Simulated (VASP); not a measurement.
# A VASP 6.6.1 single-point calculation on AgCl

INCAR

```
ISMEAR = 1
IBRION = -1
NSW = 0
PREC = Accurate
SIGMA = 0.5
ENCUT = 520
EDIFF = 1E-7
NBANDS = 33
LWAVE = .FALSE.
LREAL = .FALSE.
NELM = 120
LASPH = .TRUE.
ISIF = 2
GGA = PE
LCHARG = .FALSE.
```

KPOINTS

```
KPOINTS created by Atomic Simulation Environment
0
Gamma
8 8 8
0 0 0
```

POSCAR

```
Ag Cl
 1.0000000000000000
     0.0000000000000000    2.7731838141999998    2.7731838141999998
     2.8638669248999999    0.0000000000000000    2.7731838141999998
     2.8638669248999999    2.7731838141999998    0.0000000000000000
 Ag  Cl
   1   1
Cartesian
  0.0000000000000000  0.0000000000000000  0.0000000000000000
  2.8638669248999999  2.7731838141999994  2.7731838141999994
```

The recommended PBE PAW datasets give the neutral cell 18 valence electrons.

Command

```
mpirun -np 1 vasp_std
```

How does this run end, and what does it give?

It converged. Results: gap between bands v and c on the k mesh 0.83 eV; least direct gap on the k mesh 3.06 eV; pressure 0.0 GPa. Band v is the last that the valence electrons fill when counted band by band, and c is the next.

OSZICAR

```
N       E                     dE             d eps       ncg     rms          rms(c)
DAV:   1     0.122964095542E+03    0.12296E+03   -0.72161E+03  3894   0.491E+02
DAV:   2     0.495961191544E+00   -0.12247E+03   -0.10410E+03  4705   0.148E+02
DAV:   3    -0.554524846433E+01   -0.60412E+01   -0.59733E+01  4825   0.336E+01
DAV:   4    -0.557672267352E+01   -0.31474E-01   -0.31466E-01  4507   0.247E+00
DAV:   5    -0.557700979724E+01   -0.28712E-03   -0.28711E-03  4809   0.234E-01    0.566E+00
DAV:   6    -0.539686581775E+01    0.18014E+00   -0.36272E-02  4916   0.310E+00    0.378E+00
DAV:   7    -0.538899777505E+01    0.78680E-02   -0.23881E-02  4588   0.713E-01    0.185E+00
DAV:   8    -0.538885511419E+01    0.14266E-03   -0.43709E-03  4549   0.332E-01    0.143E-01
DAV:   9    -0.538887997513E+01   -0.24861E-04   -0.19854E-04  4701   0.105E-01    0.344E-02
DAV:  10    -0.538892354213E+01   -0.43567E-04   -0.33143E-05  4554   0.351E-02    0.314E-02
DAV:  11    -0.538893431233E+01   -0.10770E-04   -0.81262E-06  4526   0.139E-02    0.545E-03
DAV:  12    -0.538893434306E+01   -0.30728E-07   -0.30672E-07  4820   0.276E-03
   1 F= -.53889343E+01 E0= -.53975555E+01  d E =0.258635E-01
```

For comparison, a separate PBE run of the intended cell, on usual settings and not on those above, gives a gap of 0.83 eV on its mesh and a pressure of 0.1 GPa.
